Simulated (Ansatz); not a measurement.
Symmetry broken, then relaxed in ZnS

All numbers below come from DFT r2SCAN, scalar-relativistic, plane waves, PAW in Ansatz. Cutoff 500 eV, Γ-centred 6×6×4 k-points, Gaussian smearing of 0.05 eV. No spin polarisation. Energies are free energies at this smearing, counted from the undisturbed cell; pressure is positive in compression.

Reference structure (relaxed at this level):

```xyz
4
Lattice="3.8067 0.0000 0.0000 -1.9034 3.2967 0.0000 0.0000 0.0000 6.2457" Properties=species:S:1:pos:R:3 pbc="T T T"
Zn    0.0000    2.1978    0.0337
Zn    1.9034    1.0989    3.1565
S     0.0000    2.1978    2.3710
S     1.9034    1.0989    5.4938
```

The atoms are displaced (Å, in the unstrained cell):

| atom | ux | uy | uz |
| --- | --- | --- | --- |
| Zn1 | 0.006 | 0.004 | 0.001 |
| Zn2 | 0.003 | 0.002 | 0.016 |
| S3 | -0.002 | -0.018 | -0.015 |
| S4 | -0.007 | 0.013 | -0.001 |

The cell is strained by (-0.0306, 0.0732, -0.0426, 0.3608, -0.0845, 0.1630) (xx, yy, zz, yz, xz, xy; engineering shear). Cell and atoms are then relaxed.

Task: Does the relaxation return to the undisturbed structure?

Result: Yes (up to a choice of domain or origin): same space group and volume, and an energy 0.0 meV/atom from it. The disturbance itself cost 476.3 meV/atom. The final space group reads P6_3mc (tolerance 0.05 Å) and the volume changes by -0.06 %.

Final structure:

```xyz
4
Lattice="3.8064 0.0008 -0.0010 -1.9025 3.2958 0.0020 -0.0017 0.0028 6.2437" Properties=species:S:1:pos:R:3 pbc="T T T"
Zn    0.0008    2.1972    0.0345
Zn    1.9025    1.1002    3.1553
S    -0.0009    2.1987    2.3713
S     1.9023    1.1019    5.4921
```

The relaxation, step by step (energy from the first step; small jumps at an unchanged geometry come where the plane waves are selected anew for the new cell):

| step | ΔE (meV/atom) | largest force component (eV/Å) | pressure (GPa) |
| --- | --- | --- | --- |
| 1 | 0.0 | 4.060 | 8.91 |
| 2 | -230.1 | 1.236 | 2.38 |
| 3 | -345.5 | 0.431 | 1.00 |
| 4 | -418.0 | 0.335 | 1.16 |
| 5 | -453.4 | 0.184 | 0.76 |
| 6 | -471.7 | 0.062 | 0.27 |
| 7 | -473.9 | 0.002 | -0.02 |
| 8 | -476.2 | 0.003 | 0.10 |
| 9 | -476.3 | 0.001 | 0.02 |
| 10 | -476.3 | 0.001 | 0.02 |

Frames along the relaxation (Å, eV/Å):

```xyz
4
Lattice="3.690 0.310 -0.161 -1.576 3.383 0.675 -0.264 1.127 5.980" Properties=species:S:1:pos:R:3:forces:R:3 pbc="T T T" step=1
Zn    0.184    2.369    0.430   -0.244   -0.942   -0.468
Zn    1.804    1.909    3.155    3.540   -1.370    0.514
S     0.077    2.764    2.649   -4.060    1.015   -0.777
S     1.697    2.338    5.379    0.764    1.297    0.730
4
Lattice="3.749 0.279 -0.145 -1.627 3.334 0.579 -0.230 0.933 6.122" Properties=species:S:1:pos:R:3:forces:R:3 pbc="T T T" step=2
Zn    0.176    2.317    0.360   -0.132   -0.590   -0.258
Zn    1.868    1.758    3.234    0.961   -0.354   -0.036
S    -0.006    2.631    2.611   -1.236    0.252    0.071
S     1.799    2.171    5.500    0.407    0.692    0.224
4
Lattice="3.776 0.218 -0.145 -1.695 3.261 0.449 -0.226 0.672 6.190" Properties=species:S:1:pos:R:3:forces:R:3 pbc="T T T" step=3
Zn    0.150    2.224    0.276   -0.007   -0.176   -0.104
Zn    1.861    1.561    3.218    0.196   -0.388   -0.146
S    -0.078    2.460    2.560   -0.294    0.431    0.157
S     1.829    1.902    5.510    0.105    0.132    0.093
4
Lattice="3.797 0.140 -0.134 -1.774 3.210 0.311 -0.210 0.421 6.206" Properties=species:S:1:pos:R:3:forces:R:3 pbc="T T T" step=4
Zn    0.113    2.143    0.196    0.171    0.129   -0.018
Zn    1.845    1.354    3.162   -0.141   -0.296   -0.062
S    -0.124    2.339    2.503    0.164    0.334    0.099
S     1.839    1.608    5.478   -0.194   -0.168   -0.019
4
Lattice="3.802 0.084 -0.083 -1.827 3.241 0.189 -0.131 0.254 6.216" Properties=species:S:1:pos:R:3:forces:R:3 pbc="T T T" step=5
Zn    0.071    2.161    0.130    0.112    0.114    0.000
Zn    1.865    1.246    3.152   -0.109   -0.156   -0.026
S    -0.082    2.284    2.452    0.142    0.184    0.046
S     1.865    1.408    5.478   -0.145   -0.143   -0.020
4
Lattice="3.806 0.030 -0.030 -1.876 3.276 0.068 -0.048 0.093 6.230" Properties=species:S:1:pos:R:3:forces:R:3 pbc="T T T" step=6
Zn    0.027    2.184    0.068    0.035    0.043    0.006
Zn    1.887    1.152    3.151   -0.033   -0.052   -0.004
S    -0.031    2.230    2.400    0.052    0.062    0.010
S     1.890    1.211    5.485   -0.054   -0.054   -0.012
4
Lattice="3.807 0.006 -0.007 -1.898 3.292 0.014 -0.012 0.019 6.239" Properties=species:S:1:pos:R:3:forces:R:3 pbc="T T T" step=7
Zn    0.006    2.195    0.040    0.000    0.001    0.001
Zn    1.899    1.109    3.153    0.001   -0.001    0.000
S    -0.006    2.205    2.376    0.001    0.001   -0.001
S     1.897    1.121    5.489   -0.002   -0.002   -0.001
4
Lattice="3.807 0.006 -0.007 -1.898 3.292 0.014 -0.012 0.019 6.239" Properties=species:S:1:pos:R:3:forces:R:3 pbc="T T T" step=8
Zn    0.006    2.195    0.040    0.000    0.002    0.001
Zn    1.899    1.109    3.153    0.001    0.000    0.000
S    -0.006    2.205    2.376    0.002    0.001   -0.001
S     1.897    1.121    5.489   -0.003   -0.002   -0.001
4
Lattice="3.806 0.001 -0.001 -1.903 3.296 0.002 -0.002 0.003 6.244" Properties=species:S:1:pos:R:3:forces:R:3 pbc="T T T" step=9
Zn    0.001    2.197    0.035    0.000    0.000    0.000
Zn    1.902    1.100    3.155    0.000    0.000    0.000
S    -0.001    2.199    2.371    0.000    0.000    0.000
S     1.902    1.102    5.492   -0.001    0.000    0.000
4
Lattice="3.806 0.001 -0.001 -1.903 3.296 0.002 -0.002 0.003 6.244" Properties=species:S:1:pos:R:3:forces:R:3 pbc="T T T" step=10
Zn    0.001    2.197    0.035    0.000    0.000    0.000
Zn    1.902    1.100    3.155    0.000    0.000    0.000
S    -0.001    2.199    2.371    0.000    0.000    0.000
S     1.902    1.102    5.492   -0.001    0.000    0.000
```